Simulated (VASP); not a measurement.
Write the native input for VASP 6.6.1 that does the following.

| Item | Value |
| --- | --- |
| Task | relaxation of cell and atoms |
| Functional | PBE |
| Dispersion | D3(BJ) |
| Potentials or basis | VASP PAW PBE potentials, release 64 (Zr_sv) |
| Cutoff | 600 eV |
| k mesh | 15 × 15 × 9 |
| Occupations | methfessel-paxton, width 0.1 eV |
| Spin | no spin polarisation |
| Further INCAR settings | ALGO = Normal; EDIFF = 1e-06; IBRION = 2; EDIFFG = -0.01; NSW = 90; ISIF = 3 |

The structure of Zr lies in POSCAR:

```
Zr
1.0
    3.2320000000      0.0000000000      0.0000000000
   -1.6160000000      2.7989941050      0.0000000000
    0.0000000000      0.0000000000      5.1470000000
Zr
2
Direct
    0.3333333333      0.6666666667      0.2500000000
    0.6666666667      0.3333333333      0.7500000000
```

One way to write it, as run:

INCAR

```
  ALGO = Normal
  EDIFF = 1E-6
  EDIFFG = -0.01
  ENCUT = 600
  GGA = PE
  IBRION = 2
  ISIF = 3
  ISMEAR = 1
  IVDW = 12
  LASPH = True
  LCHARG = False
  LREAL = False
  LWAVE = False
  NELM = 80
  NSW = 90
  PREC = Accurate
  SIGMA = 0.1
```

KPOINTS

```
k-points
0
Gamma
  15 15 9
```

Potentials or basis: VASP PAW PBE potentials, release 64 (Zr_sv).

The run is started by

```bash
$ cat potpaw_PBE.64/Zr_sv/POTCAR > POTCAR
$ mpirun -np 1 vasp_std > vasp.out
```

It gave:

```yaml
Relaxed_volume: 22.46 Å³/atom
Relaxed_cell: a = 3.186 Å, b = 3.186 Å, c = 5.111 Å, α = 90.00°, β = 90.00°, γ = 120.00°
Space_group_after_relaxing_to_0.05_Å: P6_3/mmc (No. 194)
Energy_gained_by_relaxing: 8.6 meV/atom
Ionic_steps: 6
Pressure_after_relaxing: 0.0 GPa
Band_gap_on_the_k_mesh: none (metal or under the smearing width)
Dispersion_energy_per_atom: -0.548 eV
```

Caveat: pairwise dispersion overbinds metals, which lowers pressure and volume.

Wall time 3.3 min on 1 thread of Intel(R) Xeon(R) 6975P-C (Granite Rapids) (shared host), peak memory 0.27 GiB.
